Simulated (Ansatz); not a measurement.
# BaTiO3 (Barioperovskite): the cost of one run

Program: Ansatz 0.2.0. Level of theory: DFT PBEsol, scalar-relativistic, plane waves, PAW. These are calculated values, not measurements.

1 further run of the same task is left out (set aside as unsound or not needed).

## 1. Starting point

Symmetry: Amm2, No. 38, orthorhombic system. Conventional cell: a = 3.972 Å, b = 5.781 Å, c = 5.832 Å, α = 90.00°, β = 90.00°, γ = 90.00°. Ba (site symmetry mm2) has 12 O at 2.77 to 3.06 Å as nearest neighbours. Ti (site symmetry mm2) is surrounded by 4 O at 1.85 to 2.00 Å. Around O (site symmetry mm2) lie 2 Ti at 2.00 Å and 3 Ba at 2.77 to 2.89 Å. Around O (site symmetry m) lie 1 Ti at 1.85 Å.

As a file:

```cif
data_structure
_symmetry_space_group_name_H-M 'Amm2'
_symmetry_Int_Tables_number 38
_cell_length_a 3.9721
_cell_length_b 5.7813
_cell_length_c 5.8320
_cell_angle_alpha 90.000
_cell_angle_beta 90.000
_cell_angle_gamma 90.000
_cell_volume 133.93
loop_
_atom_site_label
_atom_site_type_symbol
_atom_site_symmetry_multiplicity
_atom_site_Wyckoff_symbol
_atom_site_fract_x
_atom_site_fract_y
_atom_site_fract_z
_atom_site_occupancy
Ba1 Ba 2 a 0.00000 0.50000 0.51172 1
Ti1 Ti 2 b 0.50000 0.50000 0.02794 1
O1 O 2 a 0.00000 0.50000 0.98735 1
O2 O 4 e 0.50000 0.25842 0.23493 1
```

It is the result of an earlier relaxation at this level (volume 13.39 Å³/atom; gap on the mesh: 2.39 eV).

## 2. The cell under PBEsol

Input file input.yaml:

```yaml
crystal:
  lattice:
    - [3.972100168, 0.0, 0.0]
    - [0.0, 2.890639938, 2.9160034553]
    - [0.0, -2.890639938, 2.9160034553]
  atoms:
    - { symbol: Ba, position: [0.0, 0.0117240319, 0.0117240319] }
    - { symbol: Ti, position: [0.5, 0.5279398981, 0.5279398981] }
    - { symbol: O, position: [0.0, 0.4873472771, 0.4873472771] }
    - { symbol: O, position: [0.5, 0.4933592795, 0.9765095133] }
    - { symbol: O, position: [0.5, 0.9765095133, 0.4933592795] }
basis:
  ecutwfc: 420
kpoints:
  mp_grid: { grid: [8, 8, 8] }
hamiltonian:
  xc: pbesol
scf:
  occupations: { method: gaussian, width: 0.02 }
output:
  forces: true
  stress: true
  eigenvalues: true
relax:
  adjacent_minimum: "off"
  f_tol: 0.005
  max_steps: 50
  cell: { stress_tol: 0.05 }
```

The run is started by

```sh
> ansatz run input.yaml --threads 2 --pin off --max-ram 5120MiB --backend cpu --events-out ev --progress --plain --runs-dir out
```

Q: Estimate wall time and peak memory on 2 threads of Intel Xeon Platinum 8488C (Sapphire Rapids), shared host.

About 81 s, with a peak of 0.56 GiB.
